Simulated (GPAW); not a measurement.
The system is CdSe.

```
Cd Se
1.0
     0.00000    3.07027    3.07027
     3.07027    0.00000    3.07027
     3.07027    3.07027    0.00000
Cd Se
1 1
Direct
  0.00000 0.00000 0.00000
  0.25000 0.25000 0.25000
```

Measurements of this composition are mostly on another form, of space group No. 186.

| Property | Result |
| --- | --- |
| Program | GPAW 26.7.0 |
| Task | single point |
| Functional | PBEsol |
| Potentials or basis | PAW data sets generated in the run's folder for this functional |
| Cutoff | 600 eV |
| Basis | pw |
| k mesh | 8 × 8 × 8 |
| Occupations | fermi-dirac, width 0.05 eV |
| Spin | no spin polarisation |

On this cell: pressure -1.6 GPa; largest force zero by symmetry; band gap on the k mesh 0.42 eV, direct.

The same run follows on a disturbed copy (atoms moved at random, drawn with an rms of 0.05 Å):

```
CELL_PARAMETERS angstrom
0.00000 3.07027 3.07027
3.07027 0.00000 3.07027
3.07027 3.07027 0.00000
ATOMIC_POSITIONS crystal
Cd 0.99226 0.01044 0.00353
Se 0.26661 0.25053 0.23622
```

Task: What does the disturbed cell give?

Result: The energy moves by +10.7 meV/atom; pressure -1.4 GPa; largest force 0.461 eV/Å; band gap on the k mesh 0.39 eV, direct.

Forces on the atoms (eV/Å):
```
Cd  -0.373  0.153  0.223
Se   0.374 -0.153 -0.223
```

Stress tensor (GPa, compression positive):
```
-1.48 -0.72 -0.49
-0.72 -1.35  1.23
-0.49  1.23 -1.38
```

